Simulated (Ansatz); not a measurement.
# How many bands does the GW gap of InSe (GaSe-type monolayer) need?, part 2 of 2

Aim: see how the G0W0 gap of InSe (GaSe-type monolayer) on PBE moves with empty bands and screening cutoff, and what each rung costs.

Ansatz 0.2.0; G0W0 on PBE, plane waves, PAW; PAW set soft_1. Known limits of the many-body steps: not at the basis limit; coarse mesh for a sheet; no spin-orbit coupling.

So far. Step 4 (1283 empty bands, screening to 110 eV): Against the run with 6×6×1 mesh, 596 empty bands, screening to 66 eV, PAW set soft_1 files, the gap moves by +0.008 eV.

## 5. Changing the k mesh: 3×3×1 mesh, 596 empty bands, screening to 66 eV, PAW set soft_1 files

Only the mesh changes. It samples the long-range screening, which converges on its own terms. Bands and cutoff differ from the step before, so it is read against an earlier run that matches them.

Contents of input.yaml:

```yaml
crystal:
  lattice:
    - [4.0850824946, 0.0, 0.0]
    - [-2.0425412473, 3.5377852169, 0.0]
    - [0.0, 0.0, 33.9]
  atoms:
    - { symbol: In, position: [0.3333333333, 0.6666666667, 0.5416640231] }
    - { symbol: In, position: [0.3333333333, 0.6666666667, 0.4583359769] }
    - { symbol: Se, position: [0.6666666667, 0.3333333333, 0.5792476099] }
    - { symbol: Se, position: [0.6666666667, 0.3333333333, 0.4207523901] }
  periodic: [true, true, false]
kpoints:
  mp_grid: { grid: [3, 3, 1] }
hamiltonian:
  xc: pbe
  pseudopotentials: { kind: paw, azcp: { folder: soft_1 } }
scf:
  occupations: { method: fixed }
gw:
  n_empty_bands: 596
  ecut_chi: 66.0
  qp_bands: [v2, c2]
  qp_kpoints: band_edges
  screening: { model: contour_deformation }
```

On the command line:

```bash
> ansatz run input.yaml --threads 2 --pin off --max-ram 73728MiB --backend cuda --events-out ev --progress --plain --runs-dir out --devices 1 --max-vram 13GiB
```

Numbers of over 12 decimals in the logs are rounded to 6 here.

Output:

```text
GPUs: using 1 of 1 available (devices: 1).
[...]
GPU FFT provider: cuFFT
GPU libraries: cuBLAS 13.8.2, cuFFT 12.4.0, cuSOLVER 12.3.4
Crystal: 4 atoms, lattice volume = 489.928 Å³
Basis set: ecut = 420 eV, 9533 PW (Γ)
Bands: 35, of which v1, the nominal top of the filled ones, is band 29 counted from 1 (28 counted from 0)
Symmetry: 12 space group operations
[...]
k-points: 3 of 9 (time reversal used)
[...]
0    30     -4.4725    -9.8276    -3.0830   -13.1876  0.7429    -4.1933    -4.1955  root
     0    31     -3.2585    -7.7515    -3.7997   -11.9395  0.7235    -2.8834    -2.8702  root
     1    28     -7.0607   -17.5283     2.3311   -14.7052  0.7009    -7.5643    -7.5526  root
     1    29     -6.2263   -15.3724     1.4640   -13.5031  0.7226    -6.6373    -6.6316  root
     1    30     -3.4295    -6.8599    -3.4681   -10.5525  0.7480    -3.2033    -3.2050  root
     1    31     -3.4158   -10.1999    -3.4215   -14.0410  0.7383    -2.9902    -2.9962  root
[key lines of the parts left out:]
SCF converged after 9 iterations
Free energy (F): -22135.795651 eV
Fermi energy:    -5.932287 eV
```

Elapsed: 17 s, on 1 × NVIDIA H100 80GB HBM3 (shared by 6 runs) with 2 threads of AMD EPYC 7R13 (Zen 3), shared host; peak memory 1.8 GiB.

This step gave:

```yaml
bands_summed: 625
plane_waves_in_the_screening_matrix: 615
g0w0_gap_on_the_mesh: 2.027 eV
k_of_the_valence_top: 0, 0, 0
k_of_the_conduction_bottom: 0, 0, 0
starting_gap_on_the_mesh: 1.460 eV
least_direct_g0w0_gap_on_the_computed_points: 2.027 eV
```

Against the run with 6×6×1 mesh, 596 empty bands, screening to 66 eV, PAW set soft_1 files, the gap moves by −0.54 eV, while the start moved by +0.06 eV. A band edge is found at another k point on this mesh.

## 6. Changing the k mesh: 9×9×1 mesh, 596 empty bands, screening to 66 eV, PAW set soft_1 files

input.yaml, as its differences from that of step 5:

```diff
@@ -12,3 +12,3 @@
 kpoints:
-  mp_grid: { grid: [3, 3, 1] }
+  mp_grid: { grid: [9, 9, 1] }
 hamiltonian:
```

Output:

```text
GPUs: using 1 of 1 available (devices: 1).
[...]
GPU FFT provider: cuFFT
GPU libraries: cuBLAS 13.8.2, cuFFT 12.4.0, cuSOLVER 12.3.4
Crystal: 4 atoms, lattice volume = 489.928 Å³
Basis set: ecut = 420 eV, 9533 PW (Γ)
Bands: 35, of which v1, the nominal top of the filled ones, is band 29 counted from 1 (28 counted from 0)
Symmetry: 12 space group operations
[...]
k-points: 12 of 81 (time reversal used)
[...]
1    31     -2.7554    -8.4418    -3.4176   -12.4604  0.7679    -2.1482    -2.1544  root
[...]
11    28     -7.2140   -16.7786     2.2350   -13.8634  0.7059    -7.9146    -7.8942  root
    11    29     -7.0113   -14.7610     1.3043   -12.7062  0.7474    -7.7776    -7.7618  root
    11    30     -3.3421    -6.7925    -3.0309   -10.1731  0.7750    -2.9898    -2.9924  root
    11    31     -2.9875   -10.4497    -3.3987   -14.6001  0.7594    -2.2215    -2.2360  root
[key lines of the parts left out:]
SCF converged after 9 iterations
Free energy (F): -22136.096706 eV
Fermi energy:    -5.941191 eV
```

Run time: 1.9 min. Hardware: 1 × NVIDIA H100 80GB HBM3 (shared by 6 runs) with 2 threads; peak memory 3.4 GiB.

Numbers from this step:

* bands summed: 625
* plane waves in the screening matrix: 615
* G0W0 gap on the mesh: 2.626 eV
* k of the valence top: 0, 0.1111, 0
* k of the conduction bottom: 0, 0, 0
* starting gap on the mesh: 1.402 eV
* least direct G0W0 gap on the computed points: 2.690 eV

Against the run with 3×3×1 mesh, 596 empty bands, screening to 66 eV, PAW set soft_1 files, the gap moves by +0.60 eV, while the start moved by −0.06 eV. A band edge is found at another k point on this mesh.

## 7. Convergence and cost

Times are wall times on 1 × NVIDIA H100 80GB HBM3 (shared by 6 runs) with 2 threads of AMD EPYC 7R13 (Zen 3), shared host, good to a factor of about two.

```csv
mesh,files,frequency,bands summed,cutoff (eV),start (eV),G0W0 (eV),time,host memory (GiB)
6×6×1,PAW set soft_1,contour deformation,239,33,1.400,2.552,14 s,1.5
6×6×1,PAW set soft_1,contour deformation,625,66,1.400,2.566,47 s,2.5
6×6×1,PAW set soft_1,contour deformation,1312,110,1.400,2.575,1.8 min,4.8
3×3×1,PAW set soft_1,contour deformation,625,66,1.460,2.027,17 s,1.8
9×9×1,PAW set soft_1,contour deformation,625,66,1.402,2.626,1.9 min,3.4
```

How the two edges are built up, in eV (the quasiparticle level is the starting level plus Σx plus Σc less Vxc):

```csv
run,edge,start,Σx,Σc,Vxc,Z,QP
239 bands,valence top,-5.94,-15.54,1.60,-13.60,0.75,-6.28
239 bands,conduction bottom,-4.54,-10.00,-2.40,-13.22,0.77,-3.72
625 bands,valence top,-5.94,-15.54,1.30,-13.60,0.74,-6.57
625 bands,conduction bottom,-4.54,-10.00,-2.69,-13.22,0.77,-4.01
1312 bands,valence top,-5.94,-15.54,1.11,-13.60,0.74,-6.76
1312 bands,conduction bottom,-4.54,-10.00,-2.87,-13.22,0.77,-4.19
```

## 8. What came out

| Quantity | Value |
| --- | --- |
| 239 bands, 33 eV | 2.552 eV |
| 625 bands, 66 eV | 2.566 eV |
| 1312 bands, 110 eV | 2.575 eV |
| estimated limit in bands and cutoff | 2.58 eV |
| mesh and start | 6×6×1, PBE |

In words: A line in one over the bands through the two highest rungs gives 2.58 eV, +0.01 eV from the top rung; the pair below gives 2.58 eV, in fair agreement. The rungs stand 0.03 eV (239 bands), 0.02 eV (625 bands) and 0.01 eV (1312 bands) from it. From 239 to 1312 bands the gap moves by +0.02 eV while the time grows 8.0-fold. Σc changes by −0.49 eV at the valence top and −0.46 eV at the conduction bottom, so the levels themselves move more than the gap between them. On the 3×3×1 mesh in place of 6×6×1 the gap differs by −0.54 eV, of which +0.06 eV is already in the start. On the 9×9×1 mesh in place of 6×6×1 the gap differs by +0.06 eV, of which +0.002 eV is already in the start. The cheapest rung within 0.1 eV of this estimate is that with 239 bands (14 s). The mesh in the plane is coarse for a sheet; gap and any exciton binding can still move on denser ones. The many-body steps are scalar-relativistic: spin-orbit coupling is not in them.

[Paths, hosts, dates, memory and timing lines, banners, echoed tables and standing remarks are left out of the program output.]

[Logs are printed without paths, hosts, clocks, repeated set-up lines and the standing remarks that a program may print on its own settings, such as how far it seeks lower states.]

[Runs of the session that timed out or met a known fault of the program may be left out.]

[Cells called generated may have been cut or substituted from an entry of the Crystallography Open Database or the Materials Project.]

[Hosts, paths, dates, database ids (printed as entryN), source tags and the programs' standing remarks are cut or masked in the printed files.]
